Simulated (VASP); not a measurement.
# Au (Fm-3m) in VASP: further runs

One crystal, Au, is run at these levels: PBE; tasks: relaxation of cell and atoms, electrostatic potential.

All numbers are computed with VASP 6.6.1; they aren't measurements. Logs are shortened: lines on timing, memory, paths and dates and some standing lists are left out, and cuts for length are marked.

**1. Starting point**

It takes space group Fm-3m (No. 225, cubic). Conventional cell: a = 4.080 Å, b = 4.080 Å, c = 4.080 Å, α = 90.00°, β = 90.00°, γ = 90.00°. Around Au (site symmetry m-3m) lie 12 Au at 2.88 Å.

The cell was built by a generator and needn't be a form met in nature.

**2. Relaxation of cell and atoms, PBE**

INCAR reads:

```
SYSTEM = Au
PREC = Accurate
ENCUT = 700
EDIFF = 1E-7
ISMEAR = 1
SIGMA = 0.1
LREAL = .False.
LASPH = .True.
NELM = 120
ALGO = Normal
ISIF = 3
LWAVE = .False.
LCHARG = .False.
GGA = PE
IBRION = 2
NSW = 60
EDIFFG = -0.005
```

KPOINTS reads:

```
regular mesh
0
Gamma
  18 18 18
  0 0 0
```

POSCAR reads:

```
Au
1.0
    0.0000000000      2.0400000000      2.0400000000
    2.0400000000      0.0000000000      2.0400000000
    2.0400000000      2.0400000000      0.0000000000
Au
1
Direct
    0.0000000000      0.0000000000      0.0000000000
```

Potentials or basis: VASP PAW PBE potentials, release 64 (Au).

Started as:

```console
$ cat potpaw_PBE.64/Au/POTCAR > POTCAR
$ mpirun -np 1 vasp_std > vasp.out
```

OUTCAR:

```text
SYSTEM = Au
   PREC = Accurate
   ENCUT = 700
   EDIFF = 1E-7
   ISMEAR = 1
   LREAL = .False.
   LASPH = .True.
   NELM = 120
   ISIF = 3
   GGA = PE
   IBRION = 2
   NSW = 60
   EDIFFG = -0.005

 ion  position               nearest neighbor table
   1  0.000  0.000  0.000-

  LATTYP: Found a face centered cubic cell.
 ALAT       =     4.0800000000

  Lattice vectors:

 A1 = (   0.0000000000,   2.0400000000,   2.0400000000)
 A2 = (   2.0400000000,   0.0000000000,   2.0400000000)
 A3 = (   2.0400000000,   2.0400000000,   0.0000000000)

Analysis of symmetry for initial positions (statically):
=====================================================================
 Subroutine PRICEL returns:
 Original cell was already a primitive cell.

 Routine SETGRP: Setting up the symmetry group for a
 face centered cubic supercell.

 Subroutine GETGRP returns: Found 48 space group operations
 (whereof 48 operations were pure point group operations)
 out of a pool of 48 trial point group operations.

The static configuration has the point symmetry O_h .

Analysis of symmetry for dynamics (positions and initial velocities):
=====================================================================
 Subroutine PRICEL returns:
 Original cell was already a primitive cell.

 Routine SETGRP: Setting up the symmetry group for a
 face centered cubic supercell.

 Subroutine GETGRP returns: Found 48 space group operations
 (whereof 48 operations were pure point group operations)
 out of a pool of 48 trial point group operations.

The dynamic configuration has the point symmetry O_h .

 Subroutine INISYM returns: Found 48 space group operations
 (whereof 48 operations are pure point group operations),
 and found     1 'primitive' translations

----------------------------------------------------------------------------------------

                                     Primitive cell

  volume of cell :      16.9793

  direct lattice vectors                    reciprocal lattice vectors
     0.000000000  2.040000000  2.040000000    -0.245098039  0.245098039  0.245098039
     2.040000000  0.000000000  2.040000000     0.245098039 -0.245098039  0.245098039
     2.040000000  2.040000000  0.000000000     0.245098039  0.245098039 -0.245098039

  length of vectors
     2.884995667  2.884995667  2.884995667     0.424522257  0.424522257  0.424522257

  position of ions in fractional coordinates (direct lattice)
     0.000000000  0.000000000  0.000000000

  ion indices of the primitive-cell ions
   primitive index   ion index
                 1           1

----------------------------------------------------------------------------------------

 KPOINTS: regular mesh

Automatic generation of k-mesh.
 Grid dimensions read from file:
 generate k-points for:   18   18   18

 Generating k-lattice:

  Cartesian coordinates                     Fractional coordinates (reciprocal lattice)
    -0.013616558  0.013616558  0.013616558     0.055555556  0.000000000  0.000000000
     0.013616558 -0.013616558  0.013616558     0.000000000  0.055555556  0.000000000
     0.013616558  0.013616558 -0.013616558     0.000000000  0.000000000  0.055555556

  Length of vectors
     0.023584570  0.023584570  0.023584570

  Shift w.r.t. Gamma in fractional coordinates (k-lattice)
     0.000000000  0.000000000  0.000000000

 Subroutine IBZKPT returns following result:
 ===========================================

 Found    195 irreducible k-points:

 Following reciprocal coordinates:
            Coordinates               Weight
  0.000000  0.000000  0.000000      1.000000
  0.055556  0.000000  0.000000      8.000000
  0.111111  0.000000  0.000000      8.000000
  0.166667  0.000000  0.000000      8.000000
  0.222222  0.000000  0.000000      8.000000
  0.277778  0.000000  0.000000      8.000000
[... 16 lines left out ...]
 -0.277778  0.055556  0.000000     24.000000
 -0.222222  0.055556  0.000000     24.000000
 [... further k-points ...]
   k-points           NKPTS =    195   k-points in BZ     NKDIM =    195   number of bands    NBANDS=      9
   number of dos      NEDOS =    301   number of ions     NIONS =      1
   total plane-waves  NPLWV =  21952
   dimension x,y,z NGX =    28 NGY =   28 NGZ =   28
   dimension x,y,z NGXF=    56 NGYF=   56 NGZF=   56
   ions per type =               1
   NGX,Y,Z   is equivalent  to a cutoff of  16.13, 16.13, 16.13 a.u.
   NGXF,Y,Z  is equivalent  to a cutoff of  32.27, 32.27, 32.27 a.u.
 SYSTEM =  Au
   PREC   = accura    normal or accurate (medium, high low for compatibility)
   ISTART =      0    job   : 0-new  1-cont  2-samecut
   ICHARG =      2    charge: 1-file 2-atom 10-const
   ISPIN  =      1    spin polarized calculation?
   LNONCOLLINEAR =      F non collinear calculations
   LSORBIT =      F    spin-orbit coupling
   LASPH  =      T    aspherical Exc in radial PAW
   ENCUT  =  700.0 eV  51.45 Ry    7.17 a.u.   6.22  6.22  6.22*2*pi/ulx,y,z
   NELM   =    120;   NELMIN=  2; NELMDL= -5     # of ELM steps
   EDIFF  = 0.1E-06   stopping-criterion for ELM
   LREAL  =      F    real-space projection
   EDIFFG = -.5E-02   stopping-criterion for IOM
   NSW    =     60    number of steps for IOM
   IBRION =      2    ionic relax: 0-MD 1-quasi-New 2-CG
   NFREE  =      1    steps in history (QN), initial steepest desc. (CG)
   ISIF   =      3    stress and relaxation
   ISYM   =      2    0-nonsym 1-usesym 2-fastsym
   POTIM  = 0.5000    time-step for ionic-motion
   TEBEG  =    0.0;   TEEND  =   0.0 temperature during run
   PSTRESS=    0.0 pullay stress
   NELECT =      11.0000    total number of electrons
   NUPDOWN=      -1.0000    fix difference up-down
   EMIN   =  10.00;   EMAX   =-10.00  energy-range for DOS
   EFERMI =   0.00;   METHOD = LEGACY
   ISMEAR =     1;   SIGMA  =   0.10  broadening in eV -4-tet -1-fermi 0-gaus
   EFERMI_NEDOS =   21; number of points for ismear=-14 and -15
   IALGO  =     38    algorithm
   IMIX   =      4    mixing-type and parameters
     AMIX     =   0.40;   BMIX     =  1.00
     AMIX_MAG =   1.60;   BMIX_MAG =  1.00
  volume/ion in A,a.u.               =      16.98       114.58
  Fermi-wavevector in a.u.,A,eV,Ry     =   1.416551  2.676893 27.301680  2.006617
  Thomas-Fermi vector in A             =   2.537874
   LORBIT       =      0    0 simple, 1 ext, 2 COOP (PROOUT), +10 PAW based schemes
   GGA     = PE    functional components
   LHFCALC =     F    Hartree Fock is set to
   AEXX    =    0.0000 exact exchange contribution
   IVDW    =     0    specifies the selected vdW correction
   LEPSILON=     F    determine dielectric tensor
   LRPA    =     F    only Hartree local field effects (RPA)
 conjugate gradient relaxation of ions
 non-spin polarized calculation
 Methfessel and Paxton  Order N= 1 SIGMA  =   0.10
  energy-cutoff  :      700.00
  volume of cell :       16.98
 maximum number of plane-waves:       725
 NGX is ok and might be reduce to    28
   NGX = 13   NGY = 13   NGZ = 13

--------------------------------------- Ionic step        1  -------------------------------------------

 number of electron      11.0000000 magnetization

 Free energy of the ion-electron system (eV)
  ---------------------------------------------------
  ext. energy  EPLUGINS =         0.00000000
  ---------------------------------------------------
  free energy    TOTEN  =        -3.19514542 eV

  energy without entropy =       -3.19499294  energy(sigma->0) =       -3.19509459

------------------------ aborting loop because EDIFF is reached ----------------------------------------

  FORCE on cell =-STRESS in cart. coord.  units (eV):
  Direction    XX          YY          ZZ          XY          YZ          ZX
  --------------------------------------------------------------------------------------
  -------------------------------------------------------------------------------------
  Total        0.9828361      0.9828361      0.9828361      0.0000000      0.0000000     -0.0000000
  in kB       92.7408744     92.7408744     92.7408744      0.0000000      0.0000000     -0.0000000
  external PRESSURE =      92.7408744 kB  Pullay stress =       0.0000000 kB

 VOLUME and BASIS-vectors are now :
 -----------------------------------------------------------------------------
  energy-cutoff  :      700.00
  volume of cell :       16.98
      direct lattice vectors                 reciprocal lattice vectors
     0.000000000  2.040000000  2.040000000    -0.245098039  0.245098039  0.245098039
     2.040000000  0.000000000  2.040000000     0.245098039 -0.245098039  0.245098039
     2.040000000  2.040000000  0.000000000     0.245098039  0.245098039 -0.245098039
[... 71 lines left out ...]
 POSITION                                       TOTAL-FORCE (eV/Angst)
 -----------------------------------------------------------------------------------
      0.00000      0.00000      0.00000        -0.000000      0.000000     -0.000000
 -----------------------------------------------------------------------------------
    total drift:                               -0.000000     -0.000000     -0.000000

  FREE ENERGIE OF THE ION-ELECTRON SYSTEM (eV)
  ---------------------------------------------------
  free  energy   TOTEN  =        -3.2215692056 eV

  energy  without entropy=       -3.2214523218  energy(sigma->0) =       -3.22153024

--------------------------------------- Ionic step        4  -------------------------------------------

 number of electron      11.0000001 magnetization

 Free energy of the ion-electron system (eV)
  ---------------------------------------------------
  ext. energy  EPLUGINS =         0.00000000
  ---------------------------------------------------
  free energy    TOTEN  =        -3.22157804 eV

  energy without entropy =       -3.22145844  energy(sigma->0) =       -3.22153818

 E-fermi :   8.5831     XC(G=0): -12.4068

 val. band max:        8.5678261022   @ k =   0.5000   0.2778   0.1111
 cond. band min:       8.6112102550   @ k =   0.5000   0.1667   0.0556
 fundamental gap:      0.0433841528
 Fermi energy:         8.5830681089

 k-point     1 :       0.0000    0.0000    0.0000
  band No.  band energies     occupation
      1      -0.6873      2.00000
      2       4.2083      2.00000
      3       4.2083      2.00000
      4       4.2083      2.00000
      5       5.5894      2.00000
      6       5.5894      2.00000
      7      23.2103      0.00000
      8      26.9102      0.00000
      9      26.9102      0.00000

 k-point     2 :       0.0556    0.0000    0.0000
  band No.  band energies     occupation
      1      -0.5844      2.00000
      2       4.1764      2.00000
      3       4.2428      2.00000
      4       4.2428      2.00000
      5       5.5742      2.00000
      6       5.5742      2.00000
      7      23.3226      0.00000
      8      26.1931      0.00000
      9      27.0223      0.00000
[... 253 lines left out ...]
 k-point    24 :      -0.2222    0.0556    0.0000
  band No.  band energies     occupation
      1       1.0351      2.00000
      2       3.9783      2.00000
      3       4.4915      2.00000
      4       4.5239      2.00000
      5       5.5099      2.00000
      6       5.9488      2.00000
      7      19.8713      0.00000
      8      24.1241      0.00000
      9      26.6594      0.00000

 [... further k-points ...]
[... 5 lines left out ...]
  --------------------------------------------------------------------------------------
  -------------------------------------------------------------------------------------
  Total        0.0014188      0.0014188      0.0014188      0.0000000      0.0000000      0.0000000
  in kB        0.1266256      0.1266256      0.1266256      0.0000000      0.0000000      0.0000000
  external PRESSURE =       0.1266256 kB  Pullay stress =       0.0000000 kB

 VOLUME and BASIS-vectors are now :
 -----------------------------------------------------------------------------
  energy-cutoff  :      700.00
  volume of cell :       17.95
      direct lattice vectors                 reciprocal lattice vectors
     0.000000000  2.078243319  2.078243319    -0.240587806  0.240587806  0.240587806
     2.078243319  0.000000000  2.078243319     0.240587806 -0.240587806  0.240587806
     2.078243319  2.078243319  0.000000000     0.240587806  0.240587806 -0.240587806

 POSITION                                       TOTAL-FORCE (eV/Angst)
 -----------------------------------------------------------------------------------
      0.00000      0.00000      0.00000         0.000000      0.000000     -0.000000
 -----------------------------------------------------------------------------------
    total drift:                               -0.000000     -0.000000     -0.000000

  FREE ENERGIE OF THE ION-ELECTRON SYSTEM (eV)
  ---------------------------------------------------
  free  energy   TOTEN  =        -3.2215780449 eV

  energy  without entropy=       -3.2214584424  energy(sigma->0) =       -3.22153818

 reached required accuracy - stopping structural energy minimisation
```

Wall time 2.2 min (1 thread of Intel Xeon Platinum 8559C (Emerald Rapids), shared host); peak memory 0.2 GiB.

Results:

```yaml
Free_energy: -3.2216 eV
Relaxed_volume: 17.95 Å³/atom
Relaxed_cell: a = 2.939 Å, b = 2.939 Å, c = 2.939 Å, α = 60.00°, β = 60.00°, γ = 60.00°
Space_group_after_relaxing_to_0.05_Å: Fm-3m (No. 225)
Energy_gained_by_relaxing: 26.4 meV/atom
Ionic_steps: 4
Pressure_after_relaxing: 0.0 GPa
Band_gap_on_the_k_mesh: none (metal or under the smearing width)
```

The path:
| step | energy change (eV) | largest force (eV/Å) | pressure (GPa) | volume (Å³) |
| --- | --- | --- | --- | --- |
| 1 | 0.0000 | 0.0000 | 9.27 | 16.98 |
| 2 | 0.0226 | 0.0000 | -9.10 | 19.51 |
| 3 | -0.0264 | 0.0000 | -0.14 | 17.97 |
| 4 | -0.0264 | 0.0000 | 0.01 | 17.95 |

Final structure:
```yaml
crystal:
  lattice:
    - [0.00000, 2.07824, 2.07824]
    - [2.07824, 0.00000, 2.07824]
    - [2.07824, 2.07824, 0.00000]
  atoms:
    - { symbol: Au, position: [0.00000, 0.00000, 0.00000] }
```

[end of part 1 of 2]
